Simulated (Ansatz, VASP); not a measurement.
## One calculation of C, two programs

Contents of POSCAR:

```
C
1.0
    0.0000000000      1.7833900000      1.7833900000
    1.7833900000      0.0000000000      1.7833900000
    1.7833900000      1.7833900000      0.0000000000
C
2
Direct
    0.5000000000      0.5000000000      0.5000000000
    0.7500000000      0.7500000000      0.7500000000
```

File INCAR.step1:

```
PREC = Accurate
ENCUT = 520
ISMEAR = -1
SIGMA = 0.1
LREAL = F
LASPH = T
NELM = 60
NBANDS = 11
GGA = PE
ALGO = Normal
EDIFF = 1E-4
LWAVE = T
LCHARG = F
```

INCAR.step2

```
PREC = Accurate
ENCUT = 520
EDIFF = 1E-7
ISMEAR = -1
SIGMA = 0.1
LREAL = F
LASPH = T
NELM = 60
ALGO = Normal
ISIF = 2
LWAVE = F
LCHARG = F
METAGGA = R2SCAN
LMIXTAU = T
NBANDS = 11
ISTART = 1
```

KPOINTS

```
Automatic mesh
0
Gamma
  12 12 12
```

Input for Ansatz:

```yaml
crystal:
  lattice:
    - [0.0, 1.78339, 1.78339]
    - [1.78339, 0.0, 1.78339]
    - [1.78339, 1.78339, 0.0]
  atoms:
    - { symbol: C, position: [0.5, 0.5, 0.5] }
    - { symbol: C, position: [0.75, 0.75, 0.75] }
hamiltonian:
  xc: r2scan
  pseudopotentials: { kind: paw }
basis:
  ecutwfc: 500
kpoints:
  mp_grid: { grid: [12, 12, 12] }
scf:
  occupations: { method: fermi_dirac, width: 0.1 }
  lower_state_search: "off"
  algorithm: density_mixing
  max_iter: 80
  mixing: { algorithm: anderson, ndim: 1, beta: 0.7, preconditioner: none }
output:
  forces: true
  stress: true
```

Alike in both runs: task single point; functional r2SCAN; k mesh 12 × 12 × 12; occupations fermi-dirac, width 0.1 eV; no spin polarisation.

```csv
,VASP,Ansatz
version,VASP 6.6.1,Ansatz 0.2.0
potentials or method,"VASP PAW PBE potentials, release 64 (C)","PAW, plane waves, scalar-relativistic"
plane-wave cutoff (eV),520,500
valence electrons in the cell,8,8
```

```csv
,VASP,Ansatz,Ansatz less VASP
pressure (GPa),-1.3,-2.4,-1.09
```

Caveats: the PAW data sets were made with another functional, which shifts forces and pressure a little (VASP).
